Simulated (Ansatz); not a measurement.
**Formation energy of ZrC in the wurtzite structure**

The computed numbers are results of PBE, scalar-relativistic (no spin polarisation) in the plane-wave PAW code Ansatz at 420 eV, 12×12×6 k-mesh, Gaussian smearing of 0.05 eV; PAW files: Ansatz's generated set soft_2.

This is a trial structure; measured cells of the compound in the Crystallography Open Database are in space group Fm-3m (rock salt).

Symmetry: P6_3mc, No. 186, hexagonal system. Conventional cell: a = 3.887 Å, b = 3.887 Å, c = 4.718 Å, α = 90.00°, β = 90.00°, γ = 120.00°. Zr (site symmetry 3m) is surrounded by 5 C at 2.24 to 2.41 Å. C (site symmetry 3m) has 5 Zr at 2.24 to 2.41 Å as nearest neighbours. (Shells end 15 % past the nearest neighbour.)

The elements were computed in their standard states with the same datasets, cutoff and functional. Total energies depend on the potentials used, so only differences within one code and one set of settings carry meaning.

Energy of the relaxed cell (4 atoms, smearing extrapolated to zero): -8871.935 eV. Elements, in eV/atom: Zr -4183.837, C -250.944.

Q: What is the formation energy?

A: [-8871.935 − (2 × -4183.837 + 2 × -250.944)] / 4 = -0.59 eV/atom, or -57 kJ per mole of atoms.

The value is for 0 K, without zero-point energy. A negative value shows stability against the elements alone, not against other compounds or structures.
